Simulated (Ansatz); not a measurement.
Crystal: TiSe.

```
Ti Se
1.0
     3.20359    0.00000    0.00000
     0.00000    3.20359    0.00000
     0.00000    0.00000    3.20359
Ti Se
1 1
Cartesian
  0.0000 0.0000 0.0000
  1.6018 1.6018 1.6018
```

The cell was built by a generator and needn't be a form met in nature.

- Program: Ansatz 0.2.0
- Task: relaxation of cell and atoms
- Functional: HSEsol
- Potentials or basis: Ansatz PAW
- Cutoff: 420 eV (not typed: the program's choice for these potentials)
- k mesh: 4 × 4 × 4
- Occupations: fermi-dirac, width 0.05 eV
- Spin: no spin polarisation

At the start: volume 16.44 Å³/atom.

Where does the relaxation end?

It ends after 5 steps and the volume is 15.69 Å³/atom (-4.6 %); space group Pm-3m (No. 221, to 0.05 Å).

The path:
```
step  energy change (eV)  largest force (eV/Å)  volume (Å³)
   1              0.0000                0.0000        32.88
   2             -0.0101                0.0000        30.21
   3             -0.0280                0.0000        31.42
   4             -0.0281                0.0000        31.37
   5             -0.0276                0.0000        31.37
```

Final structure:
```
Ti Se
1.0
     3.15396    0.00000    0.00000
     0.00000    3.15396    0.00000
     0.00000    0.00000    3.15396
Ti Se
1 1
Direct
  0.00000 0.00000 0.00000
  0.50000 0.50000 0.50000
```

Caveat: the k mesh is coarse (spacing up to 0.49 Å⁻¹), so the values aren't converged, least of all with exact exchange; the plane-wave basis is chosen anew once the cell has moved, so the energies of steps on either side of that aren't comparable; the PAW data sets come from PBE, with cores solved anew for the run's functional, which leaves a small shift of forces and pressure.
